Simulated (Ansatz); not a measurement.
## Ligand exchange: C4H11B + C3H6O → C3H9B + C4H8O

Species: C4H11B `CBC(C)C`, singlet; C3H6O (acetone) `CC(C)=O`, singlet; C3H9B `BC(C)C`, singlet; C4H8O `CCC(C)=O`, singlet. The partners trade CH3 for H: B–CH3 and C–H bonds give way to B–H and C–CH3.

Shapes, held fixed at every level: PBE0-D4/def2-TZVP. Flexible molecules stand in one conformer, not always the lowest. Programs: Ansatz 0.2.0. Electronic energies: no zero-point or thermal term.

| level | kind | ΔE (kJ/mol) | less CCSD(T)/CBS estimate |
| --- | --- | --- | --- |
| HF/def2-TZVPP | Hartree–Fock | +48.9 | -5.0 |
| PBE0-D4/def2-TZVPP | global hybrid | +57.8 | +3.9 |
| B2PLYP/def2-TZVPP | double hybrid | +54.9 | +1.0 |
| MP2/def2-TZVPP | perturbation theory | +53.3 | -0.6 |
| CCSD(T)/def2-TZVPP | coupled cluster or CI | +52.8 | -1.1 |
| CCSD/def2-TZVPP | coupled cluster or CI | +52.7 | -1.2 |
| CCSD(T)/CBS estimate | coupled cluster or CI | +53.9 | 0.0 |

The highest level, CCSD(T)/CBS estimate, gives ΔE = +53.9 kJ/mol; the levels span +48.9 to +57.8. The column of differences is taken from that level and isn't an error. No measured value is set beside it here. The CBS estimate extrapolates MP2 from def2-TZVPP and def2-QZVPP and adds CCSD(T) − MP2 in the triple-zeta set, cores frozen.

Moving the methyl group from boron to the α-carbon of acetone is clearly uphill, by +53.9 kJ/mol at the highest level, and every method agrees on the direction. The main reason is probably that a strong C–H bond gives way to a weaker C–C bond, while exchanging B–CH3 for B–H doesn't make up the loss. Methyl also donates hyperconjugatively into the empty p orbital on boron, a stabilisation that hydrogen cannot replace.

Hartree–Fock gives the smallest reaction energy, so electron correlation favours the reactants. MP2, CCSD and CCSD(T) nearly coincide in the same basis, and the triples contribution is negligible, as expected for closed-shell molecules without strong static correlation. PBE0-D4 overestimates the cost modestly, but not enough to alter the chemical conclusion.

With two molecules on each side, the entropy change should be small, which suggests that the free energy is unfavourable too. The balance applies to monomeric boranes, whereas both boron species can dimerise through B–H–B bridges, which could shift it.
